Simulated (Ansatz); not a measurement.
## 3-layer 2H-MoS2 (2H stacking) in a perpendicular field

What dipole does a perpendicular field induce in the 3-layer 2H-MoS2 (2H stacking), and does the gap follow? A positive field points along +c.

Program: Ansatz 0.2.0. Level of theory: plane-wave DFT, LDA, Ansatz PAW, in the first sound run; inputs show where later runs differ. Results are calculated unless marked as measured.

## Step 1: Set-up

The cell holds 9 atoms: 6 S and 3 Mo. Cell: a = 3.180 Å, b = 3.180 Å, c = 33.788 Å, α = 90.0°, β = 90.0°, γ = 120.0°. Regions: layer 1: 2H-MoS2, 3 atoms (2 S and 1 Mo); layer 2: 2H-MoS2, 3 atoms (2 S and 1 Mo); layer 3: 2H-MoS2, 3 atoms (2 S and 1 Mo). Vacuum lies along c.

## Step 2: Relaxation

The starting cell is a guess, so the in-plane lattice and the atoms are relaxed first, with the slab cut off from its images along the normal. The program lengthens the vector along the normal by itself, so c and the volume that it reports differ from the typed ones.

input.yaml reads:

```yaml
crystal:
  lattice:
    - [3.18, 0.0, 0.0]
    - [-1.59, 2.753960784, 0.0]
    - [0.0, 0.0, 33.787793214]
  atoms:
    - { symbol: S, position: [0.3333333333, 0.6666666667, 0.2663683876] }
    - { symbol: Mo, position: [0.0, 0.0, 0.3146491042] }
    - { symbol: S, position: [0.3333333333, 0.6666666667, 0.3629298208] }
    - { symbol: S, position: [0.0, 0.0, 0.4517192834] }
    - { symbol: Mo, position: [0.3333333333, 0.6666666667, 0.5] }
    - { symbol: S, position: [0.0, 0.0, 0.5482807166] }
    - { symbol: S, position: [0.3333333333, 0.6666666667, 0.6370701792] }
    - { symbol: Mo, position: [0.0, 0.0, 0.6853508958] }
    - { symbol: S, position: [0.3333333333, 0.6666666667, 0.7336316124] }
  periodic: [true, true, false]
kpoints:
  mp_grid: { grid: [12, 12, 1] }
hamiltonian:
  xc: lda
scf:
  occupations: { method: fermi_dirac, width: 0.05 }
  convergence: { dr2_threshold: 1.0e-09 }
relax:
  f_tol: 0.004
  max_steps: 90
  cell: {}
output:
  write_potential: true
  write_density: true
  volumetric_format: npy
```

Run with:

```sh
$ ansatz run input.yaml --threads 4 --pin off --max-ram 6144MiB --backend cpu --events-out ev --progress --plain --runs-dir out
```

Numbers of over 12 decimals in the logs are rounded to 6 here.

Log:

```text
Warning: crystal.periodic: the lattice vector that does not repeat stood 0.000° off the slab's normal, 33.788 Å along it as the deck builds it. The run solves the slab on a vector along the normal, 55.376 Å long, with every atom where it was (on the deck's vector they left 18.00 Å outside them, and the widest stretch free of ions among them is 3.00 Å). A fractional position that the run reports is one of the run's ce [...]
Warning: relax.cell: scf.convergence.dr2_threshold = 1e-9 eV is looser than the 1.35336253963e-10 eV advised for a relaxation that steers and ends on the stress (1e-10 eV for each atom of the cell: 9, times the square of relax.cell.stress_2d_tol = 0.05 N/m over 25.8 Å (the atoms' height at the walk's start and 5 Å past either face), 1.939e-2 GPa, over a crystal's default 0.05). What an SCF threshold leaves in a stress goes as its square root, and in the free energy as the threshold itself, and one threshold admits the most on a small cell: [figures from the program's tests cut] Set scf.convergence.dr2_threshold to 1.35336253963e-10 eV or tighter. [rest of the remark cut]
crystal.periodic: the lattice vector that does not repeat stood 0.000° off the slab's normal, 33.788 Å along it as the deck builds it. The run solves the slab on a vector along the normal, 55.376 Å long, with every atom where it was (on the deck's vector they left 18.00 Å outside them, and the widest stretch free of ions among them is 3.00 Å). A fractional position that the run reports is one of the run's cell, which [...]
Engine: ansatz 0.2.0, aarch64-unknown-linux-gnu
Pseudopotentials: kind: paw
Pseudopotential: S, paw, valence charge 6, recommended cutoff 420 eV (normal), S.paw.azcp
Pseudopotential: Mo, paw, valence charge 14, recommended cutoff 420 eV (normal), Mo.paw.azcp
Functional definition: SPW92
  exchange = slater_x
  correlation = pw_c
Crystal: 9 atoms, lattice volume = 484.957 Å³
Basis set: ecut = 420 eV, 9521 PW (Γ)
Bands: 48, of which v1, the nominal top of the filled ones, is band 39 counted from 1 (38 counted from 0)
Symmetry: 12 space group operations
Space group: P-6m2 (ITA 187), of the structure as read, at distance tolerance 7.9e-5 Å
k-points: 19 of 144 (time reversal used)
Non-local potential: S, projectors of the file, l = 0: 2, l = 1: 2, l = 2: 2
Non-local potential: Mo, projectors of the file, l = 0: 3, l = 1: 2, l = 2: 2, l = 3: 1
PAW form: soft (Blöchl's): semilocal exchange-correlation on the pseudo side does not see the compensation charge
PAW frozen core: S, regenerated for the run's functional, and the local potential with it (the file was generated under x = pbe(κ = 0.804, μ = 0.219515), c = pbe(β = 0.066725))
PAW frozen core: Mo, regenerated for the run's functional, and the local potential with it (the file was generated under x = pbe(κ = 0.804, μ = 0.219515), c = pbe(β = 0.066725))
PAW one-centre angular grid: S, 110 points (default); XC on 64 Gauss nodes
PAW one-centre angular grid: Mo, 590 points (default); XC on 64 Gauss nodes
Initial density: superposition of atomic densities (neutral atoms: chi_scale 0, normalization atom), corrected by the library's trained network
Initial wavefunctions: pseudopotential atomic-orbital guess
Functional: x = slater, c = lda
SCF iter   1: F=—  HF=-19753.940982 eV  |F-HF|=—  |Δ(HF+E_count)|=         —  Δρ=4.42e-3  dr2=1.50e-1  ethr=1.77e-3  ⟨swp⟩=14.9  Hψ=6334  notcnv=0
preconditioner: auto → Resta (q_TF=auto, 2.012 Å⁻¹)  ε∞=3.8  [insulator: Δε(μ)=0.992 eV  Ē_g=7.397 eV  σ=0.050 eV  W_gap=1.00  n_scr=34 (ndim 8)  ℏωp=12.4 eV  f_vac=0.651  D(μ)=0.00/eV (n_scr^D=0)  ε∞_Penn≈3.8  vacuum switching on, ρ_ref=4.0e-3 e/Å³]
SCF iter   2: F=—  HF=-19753.946288 eV  |F-HF|=—  |Δ(HF+E_count)|=   5.31e-3  Δρ=2.86e-3  dr2=1.20e-1  ethr=1.92e-4  ⟨swp⟩=4.0  Hψ=1915  notcnv=0  defer=24
SCF iter   3: F=—  HF=-19753.937403 eV  |F-HF|=—  |Δ(HF+E_count)|=   8.89e-3  Δρ=1.81e-3  dr2=7.76e-3  ethr=1.53e-4  ⟨swp⟩=2.8  Hψ=1549  notcnv=0  defer=24
SCF iter   4: F=—  HF=-19753.939026 eV  |F-HF|=—  |Δ(HF+E_count)|=   1.62e-3  Δρ=4.87e-4  dr2=2.38e-3  ethr=9.95e-6  ⟨swp⟩=3.2  Hψ=1813  notcnv=0  defer=24
SCF iter   5: F=—  HF=-19753.938780 eV  |F-HF|=—  |Δ(HF+E_count)|=   2.46e-4  Δρ=1.41e-4  dr2=1.94e-4  ethr=3.06e-6  ⟨swp⟩=3.2  Hψ=1527  notcnv=0  defer=24
SCF iter   6: F=—  HF=-19753.938782 eV  |F-HF|=—  |Δ(HF+E_count)|=   1.87e-6  Δρ=6.96e-5  dr2=9.01e-5  ethr=2.48e-7  ⟨swp⟩=3.3  Hψ=2074  notcnv=0  defer=24
SCF iter   7: F=—  HF=-19753.938779 eV  |F-HF|=—  |Δ(HF+E_count)|=   3.24e-6  Δρ=3.31e-5  dr2=2.20e-5  ethr=1.16e-7  ⟨swp⟩=2.4  Hψ=1293  notcnv=0  defer=24
SCF iter   8: F=—  HF=-19753.938777 eV  |F-HF|=—  |Δ(HF+E_count)|=   2.25e-6  Δρ=1.81e-5  dr2=4.36e-6  ethr=2.81e-8  ⟨swp⟩=3.0  Hψ=1556  notcnv=0  defer=24
SCF iter   9: F=—  HF=-19753.938424 eV  |F-HF|=—  |Δ(HF+E_count)|=   3.53e-4  Δρ=4.44e-6  dr2=1.30e-7  ethr=5.59e-9  ⟨swp⟩=2.9  Hψ=1579  notcnv=0  defer=24
SCF iter  10: F=—  HF=-19753.938424 eV  |F-HF|=—  |Δ(HF+E_count)|=   1.36e-8  Δρ=1.20e-6  dr2=1.36e-8  ethr=1.66e-10  ⟨swp⟩=3.4  Hψ=2013  notcnv=0  defer=24
SCF iter  11: F=—  HF=-19753.938424 eV  |F-HF|=—  |Δ(HF+E_count)|=   1.19e-9  Δρ=4.98e-7  dr2=3.99e-9  ethr=1.74e-11  ⟨swp⟩=3.0  Hψ=1794  notcnv=0  defer=24
SCF iter  12: F=-19753.938424 eV  HF=-19753.938424 eV  |F-HF|=6.33e-10  |Δ(HF+E_count)|=  6.55e-11  Δρ=1.37e-7  dr2=6.08e-10  ethr=1.28e-12  ⟨swp⟩=9.8  Hψ=7960  notcnv=0
SCF 1 converged in 12 iterations: F = -19753.938424 eV  dr2 = 6.08e-10
  greatest PAW one-centre occupation: 0.999 electrons in one spin orbital (limit 2), on the Mo atom at site 4 (counted from 0), in its partial waves of l = 0
relax step   1: F+E_penalty+E_count = -19753.93842406 eV  Δ(F+E_penalty+E_count) = +0.000e0 eV  max|allowed force component| = 1.717e0 eV/Å  Δτ_max = 0.0000 Å  P = -18.966 N/m  Ω = 484.957 Å³  fix = [c, alpha, beta]  reactions: c -0.000 N/m  (12 SCF iters, accepted)
Crystal: 9 atoms, lattice volume = 467.698 Å³
Basis set: ecut = 420 eV, 9089 PW (Γ)
Initial density: handed on by an earlier stage of this run
Initial wavefunctions: those handed on with the density
iter 1 solved again at ethr=5.12e-4 eV; its pass at ethr=3.10e-3 eV (dr2=3.99e-1 eV) is discarded
SCF iter   1: F=—  HF=-19754.519222 eV  |F-HF|=—  |Δ(HF+E_count)|=         —  Δρ=7.60e-3  dr2=4.08e-1  ethr=5.12e-4  ⟨swp⟩=2.7  Hψ=6825  notcnv=0
preconditioner: auto → Resta (q_TF=auto, 2.024 Å⁻¹)  ε∞=3.5  [insulator: Δε(μ)=0.967 eV  Ē_g=8.009 eV  σ=0.050 eV  W_gap=1.00  n_scr=34 (ndim 8)  ℏωp=12.6 eV  f_vac=0.658  D(μ)=0.00/eV (n_scr^D=0)  ε∞_Penn≈3.5  vacuum switching on, ρ_ref=4.7e-3 e/Å³]
[...]
SCF iter  10: F=—  HF=-19754.548242 eV  |F-HF|=—  |Δ(HF+E_count)|=   3.60e-4  Δρ=2.10e-6  dr2=5.16e-8  ethr=4.83e-10  ⟨swp⟩=3.8  Hψ=2278  notcnv=0  defer=19
SCF iter  11: F=—  HF=-19754.548242 eV  |F-HF|=—  |Δ(HF+E_count)|=   3.42e-9  Δρ=6.09e-7  dr2=5.56e-9  ethr=6.61e-11  ⟨swp⟩=3.3  Hψ=1906  notcnv=0  defer=19
SCF iter  12: F=—  HF=-19754.548242 eV  |F-HF|=—  |Δ(HF+E_count)|=   1.09e-9  Δρ=2.40e-7  dr2=1.09e-9  ethr=1.28e-12  ⟨swp⟩=12.9  Hψ=8058  notcnv=0
SCF iter  13: F=-19754.548242 eV  HF=-19754.548242 eV  |F-HF|=1.16e-10  |Δ(HF+E_count)|=  2.29e-10  Δρ=9.53e-8  dr2=1.45e-10  ethr=1.28e-12  ⟨swp⟩=10.4  Hψ=6167  notcnv=0
SCF 3 converged in 13 iterations: F = -19754.548242 eV  dr2 = 1.45e-10
relax step   3: F+E_penalty+E_count = -19754.54824221 eV  Δ(F+E_penalty+E_count) = -1.176e-1 eV  max|allowed force component| = 1.875e-1 eV/Å  Δτ_max = 0.1927 Å  P = +1.094 N/m  Ω = 463.441 Å³  energy of the carried Pulay correction = +5.753e-4 eV  fix = [c, alpha, beta]  reactions: c +0.000 N/m  (13 SCF iters, accepted)
[...]
relax step   4: F+E_penalty+E_count = -19754.55753878 eV  Δ(F+E_penalty+E_count) = -9.297e-3 eV  max|allowed force component| = 2.089e-2 eV/Å  Δτ_max = 0.0262 Å  P = -0.541 N/m  Ω = 467.956 Å³  energy of the carried Pulay correction = +4.524e-4 eV  fix = [c, alpha, beta]  reactions: c -0.000 N/m  (11 SCF iters, accepted)
[...]
relax step   5: F+E_penalty+E_count = -19754.55777757 eV  Δ(F+E_penalty+E_count) = -2.388e-4 eV  max|allowed force component| = 2.191e-2 eV/Å  Δτ_max = 0.0103 Å  P = +0.233 N/m  Ω = 467.073 Å³  energy of the carried Pulay correction = +4.764e-4 eV  fix = [c, alpha, beta]  reactions: c +0.000 N/m  (10 SCF iters, accepted)
[...]
relax step   6: F+E_penalty+E_count = -19754.55784594 eV  Δ(F+E_penalty+E_count) = -6.837e-5 eV  max|allowed force component| = 5.830e-4 eV/Å  Δτ_max = 0.0022 Å  P = +0.009 N/m  Ω = 467.254 Å³  energy of the carried Pulay correction = +4.714e-4 eV  fix = [c, alpha, beta]  reactions: c +0.000 N/m  (8 SCF iters, accepted)
Initial wavefunctions: pseudopotential atomic-orbital guess (no wavefunctions were taken with the density)
iter 1 solved again at ethr=1.17e-7 eV; its pass at ethr=3.10e-3 eV (dr2=9.16e-5 eV) is discarded
SCF iter   1: F=—  HF=-19754.557777 eV  |F-HF|=—  |Δ(HF+E_count)|=         —  Δρ=1.46e-5  dr2=1.03e-7  ethr=1.17e-7  ⟨swp⟩=6.9  Hψ=11427  notcnv=0
SCF iter   2: F=—  HF=-19754.557425 eV  |F-HF|=—  |Δ(HF+E_count)|=   3.52e-4  Δρ=7.62e-6  dr2=2.83e-8  ethr=1.32e-10  ⟨swp⟩=5.2  Hψ=3173  notcnv=0
SCF iter   3: F=—  HF=-19754.557425 eV  |F-HF|=—  |Δ(HF+E_count)|=   3.57e-8  Δρ=1.20e-6  dr2=1.26e-8  ethr=3.62e-11  ⟨swp⟩=3.3  Hψ=1975  notcnv=0
SCF iter   4: F=—  HF=-19754.557425 eV  |F-HF|=—  |Δ(HF+E_count)|=  7.57e-10  Δρ=4.62e-7  dr2=2.53e-9  ethr=1.62e-11  ⟨swp⟩=2.3  Hψ=1365  notcnv=0
SCF iter   5: F=-19754.557425 eV  HF=-19754.557425 eV  |F-HF|=0.00e0  |Δ(HF+E_count)|=  2.69e-10  Δρ=1.48e-7  dr2=1.32e-10  ethr=1.28e-12  ⟨swp⟩=15.3  Hψ=7951  notcnv=0
SCF 7 converged in 5 iterations: F = -19754.557425 eV  dr2 = 1.32e-10
  greatest PAW one-centre occupation: 0.999 electrons in one spin orbital (limit 2), on the Mo atom at site 1 (counted from 0), in its partial waves of l = 0
relax step   7: F+E_penalty+E_count = -19754.55742511 eV  Δ(F+E_penalty+E_count) = +4.208e-4 eV  max|allowed force component| = 6.190e-4 eV/Å  Δτ_max = 0.0000 Å  P = +0.005 N/m  Ω = 467.254 Å³  fix = [c, alpha, beta]  reactions: c +0.000 N/m  stress off target by 5.37e-3 N/m on what of the cell is left free  SCF on the basis re-selected at this cell (its energy is not comparable with the rows above)  (5 SCF iters)
basis re-selected at this cell: Δ(F+E_penalty+E_count) = +4.208e-4 eV, ΔP = -0.004 N/m vs the last step (what re-selecting the basis moved, of the pressure what is left beyond the Pulay correction that the steps carried, after the strain that the cell walked since its last selection, with what the two solves' SCF thresholds leave and, on support functions, any second-order correction that the steps lacked; it is no m [...]
WARN: The output density's exchange-correlation potential varies sharply where the density is thin. Do not read a vacuum level from v_tot or v_xc, or from such a field of the output density. On a cell that repeats whose density bears no net charge and no dipole along the vacuum's axis use v_es (v_loc + v_h of the components); under efield.dipole_correction with no amplitude use v_es + v_field, which holds any externa [...]
SCF converged after 5 iterations
Free energy (F): -19754.557425 eV
Harris-Foulkes:  -19754.557425 eV  (|F-HF|=0.00e0)
Internal energy: -19754.557422 eV  (E = F + TS)
E sigma→0 (E₀):  -19754.557424 eV
Entropy (-TS):   -0.000003 eV (-0.000 meV/atom)
Fermi energy:    -5.069045 eV
--- Per-component energies (eV) ---
  E_band       = -1746.342374
  E_kinetic    = 1979.158802
  E_local      = -527588.194942  (includes V_loc(G=0)·N_el)
  E_nonlocal   = 619.188610
  E_hartree    = 262468.997307
  E_xc         = -1130.580655
  E_vxc        = -1219.886138  (∫ρ·V_xc dr)
  E_paw        = -12680.670598  (= ΣΔE_a)
  E_vpaw       = -474.605473  (= ΣTr[D̂ρ^β])
  E_aug_tail   = 0.000067  (compensation charges beyond the density's cutoff)
  E_ewald      = 256575.206353
  E_core_change = 2.337634  (= ΣΔE_core)
  E_smearing   = -0.000003  (= −TS)
  E_closure    = 0.000000  (closes the sum)
  Σ components = -19754.557425   (vs F -19754.557425, Δ=0.00e0)
--- Forces (eV/Å), atoms counted from 1 ---
  atom   1  S      0.00000000    -0.00000000    -0.00034786
  atom   2  Mo    -0.00000000    -0.00000000     0.00001444
  atom   3  S      0.00000000    -0.00000000     0.00061900
  atom   4  S     -0.00000000     0.00000000    -0.00026800
  atom   5  Mo    -0.00000000     0.00000000    -0.00000000
  atom   6  S     -0.00000000     0.00000000     0.00026800
  atom   7  S      0.00000000    -0.00000000    -0.00061900
  atom   8  Mo    -0.00000000    -0.00000000    -0.00001444
  atom   9  S      0.00000000    -0.00000000     0.00034786
  max |Σ_I F_I| component: 1.30e-16 eV/Å
--- 2D stress c σ (N/m, compression-positive) ---
        0.005372       0.000000      -0.000000
        0.000000       0.005372      -0.000000
       -0.000000      -0.000000       0.000000
  P = ½ c Tr σ = 0.0054 N/m
--- Band table (eV; the first three rows and the last of 19) ---
  k-point 0: bands = [... 35 lower, -7.2119, -6.5560, -5.8571, -5.5034, -3.2547, -3.2547, -3.2349, -3.2349, ... 5 higher]
  k-point 1: bands = [... 35 lower, -6.9290, -6.5477, -5.9402, -5.6897, -3.3789, -3.3664, -3.3556, -3.2513, ... 5 higher]
  k-point 2: bands = [... 35 lower, -6.8869, -6.6422, -6.3317, -6.2593, -3.8856, -3.7367, -3.5509, -3.4912, ... 5 higher]
  k-point 18: bands = [... 35 lower, -8.2244, -6.2662, -6.1858, -6.1088, -4.3149, -4.3126, -4.3115, -3.6215, ... 5 higher]
  the weakly bound empty levels are not read free of the cell's end (no_gap_told)
--- Relaxed structure (6 steps of the walk, 6 accepted, 1 SCFs on fresh bases) ---
  F+E_penalty+E_count = -19754.55742511 eV   max|allowed force component| = 6.190e-4 eV/Å   (the final SCF, on the basis selected at the relaxed cell)
  cell:  # Å, volume = 467.2540 Å³
    - [3.121419, 0.0, 0]
    - [-1.560709, 2.703228, 0]
    - [0, 0, 55.375586]
  atoms:
    - { symbol: S, position: [0.333333, 0.666667, 0.168044] }
    - { symbol: Mo, position: [-9.53944684335535e-18, -3.723587510636584e-17, 0.196068] }
    - { symbol: S, position: [0.333333, 0.666667, 0.224147] }
    - { symbol: S, position: [-8.671176225305432e-18, -3.7235875106365745e-17, 0.277008] }
    - { symbol: Mo, position: [0.333333, 0.666667, 0.305078] }
    - { symbol: S, position: [-7.77657228742125e-18, -3.7235875106365745e-17, 0.333149] }
    - { symbol: S, position: [0.333333, 0.666667, 0.386010] }
    - { symbol: Mo, position: [-6.908301669370102e-18, -3.723587510636584e-17, 0.414089] }
    - { symbol: S, position: [0.333333, 0.666667, 0.442113] }
```

Wall time 5.4 min (4 threads of Arm Neoverse N1, shared host); peak memory 0.97 GiB; 12 min of CPU time.

Relaxation path:

```tsv
step	energy less that of the first step (eV)	largest force component (eV/Å)	volume (Å³)
1	0.0000	1.7170	484.96
2	-0.4923	0.9386	467.70
3	-0.6098	0.1875	463.44
4	-0.6191	0.0209	467.96
5	-0.6194	0.0219	467.07
6	-0.6194	0.0006	467.25
7*	-0.6190	0.0006	467.25
```

Relaxation steps marked * repeat the geometry before them on a plane-wave basis chosen anew for their cell, so energy and pressure can jump there.

Forces are held to the 12 operations that the run works with; a distortion that breaks them can't arise in this run.

```tsv
cell as run	before	after	change
a (Å)	3.180	3.121	-1.8 %
b (Å)	3.180	3.121	-1.8 %
```

The atoms that moved most (Å, along periodic axes as changes of fractional coordinates times the final cell, across vacuum about the mean position):

```tsv
atom	dx	dy	dz	length
S1	0.000	0.000	0.306	0.306
S9	0.000	0.000	-0.306	0.306
Mo2	0.000	0.000	0.226	0.226
Mo8	0.000	0.000	-0.226	0.226
S7	0.000	0.000	-0.150	0.150
S3	0.000	0.000	0.150	0.150
S6	0.000	0.000	-0.077	0.077
S4	0.000	0.000	0.077	0.077
```

The relaxed structure:

```cif
data_structure
_symmetry_space_group_name_H-M 'P 1'
_symmetry_Int_Tables_number 1
_cell_length_a 3.1214
_cell_length_b 3.1214
_cell_length_c 55.3756
_cell_angle_alpha 90.000
_cell_angle_beta 90.000
_cell_angle_gamma 120.000
_cell_volume 467.25
loop_
_atom_site_label
_atom_site_type_symbol
_atom_site_fract_x
_atom_site_fract_y
_atom_site_fract_z
_atom_site_occupancy
S1 S 0.33333 0.66667 0.16804 1
Mo2 Mo 0.00000 0.00000 0.19607 1
S3 S 0.33333 0.66667 0.22415 1
S4 S 0.00000 0.00000 0.27701 1
Mo5 Mo 0.33333 0.66667 0.30508 1
S6 S 0.00000 0.00000 0.33315 1
S7 S 0.33333 0.66667 0.38601 1
Mo8 Mo 0.00000 0.00000 0.41409 1
S9 S 0.33333 0.66667 0.44211 1
```

The lattice constant a goes from 3.180 to 3.121 Å.

[end of part 1 of 4]

[Logs are printed without paths, hosts, clocks, repeated set-up lines and the standing remarks that a program may print on its own settings, such as how far it seeks lower states.]

[Hosts, paths, dates, database ids (printed as entryN), source tags and the programs' standing remarks are cut or masked in the printed files.]

[Maps of the electrostatic potential energy from Ansatz leave out the sawtooth potential of an applied field or a dipole correction, so their vacuum need not be flat; planar profiles and work functions include it.]
